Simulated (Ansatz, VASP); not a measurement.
One calculation of Hf, two programs

The input INCAR:

```
PREC     = Accurate       # precision mode
ENCUT    = 520            # plane-wave cutoff, eV
EDIFF    = 1E-7           # SCF threshold, eV
ISMEAR   = -1             # smearing method
SIGMA    = 0.05           # smearing width, eV
LREAL    = False          # projectors in reciprocal space
LASPH    = True           # aspherical terms in the spheres
NELM     = 100            # most SCF steps
ALGO     = Normal         # electronic algorithm
ISIF     = 2              # what is computed and relaxed
LWAVE    = False          # write WAVECAR
LCHARG   = False          # write CHGCAR
GGA      = PS             # functional
NBANDS   = 17             # bands
```

The input KPOINTS:

```
Automatic mesh
0
Gamma
  10 10 5
```

File POSCAR:

```
Hf
1.0
    3.2178708157      0.0000000000      0.0000000000
   -1.6089354078      2.7867578725      0.0000000000
    0.0000000000      0.0000000000      5.0912963404
Hf
2
Direct
    0.6666666667      0.3333333333      0.7500000000
    0.3333333333      0.6666666667      0.2500000000
```

Contents of input.yaml:

```yaml
crystal:
  lattice:
    - [3.2178708157, 0.0, 0.0]
    - [-1.6089354078, 2.7867578725, 0.0]
    - [0.0, 0.0, 5.0912963404]
  atoms:
    - { symbol: Hf, position: [0.6666666667, 0.3333333333, 0.75] }
    - { symbol: Hf, position: [0.3333333333, 0.6666666667, 0.25] }
hamiltonian:
  xc: pbesol
  pseudopotentials: { kind: paw }
kpoints:
  mp_grid: { grid: [10, 10, 5] }
scf:
  occupations: { method: fermi_dirac, width: 0.05 }
output:
  forces: true
  stress: true
  eigenvalues: true
```

Change from the starting cell: volume scaled by 1.02.

Alike in both runs: task single point; functional PBEsol; k mesh 10 × 10 × 5; occupations fermi-dirac, width 0.05 eV; no spin polarisation.

|  | VASP | Ansatz |
| --- | --- | --- |
| version | VASP 6.6.1 | Ansatz 0.2.0 |
| potentials or method | VASP PAW PBE potentials, release 64 (Hf_pv) | Ansatz PAW |
| plane-wave cutoff (eV) | 520 | 420 |
| valence electrons in the cell | 20 | 52 |

VASP gave:

| Quantity | Value |
| --- | --- |
| gap on the k mesh at the Fermi level (eV) | none |
| pressure (GPa) | -6.2 |
| largest component of the traceless stress (GPa) | 0.41 |

Problem. Which values does Ansatz return?

Solution. gap on the k mesh at the Fermi level (eV): none; pressure (GPa): -5.8; largest component of the traceless stress (GPa): 0.36.

A gap of «none» marks a metal or a gap that the smearing closes. The two sets of potentials don't hold the same shells in valence.

Caveats: the PAW data sets were made with another functional, which shifts forces and pressure a little (VASP); the PAW data sets come from PBE, with cores solved anew for the run's functional, which leaves a small shift of forces and pressure (Ansatz). The runs have no spin-orbit coupling, so splittings on Hf are missing.
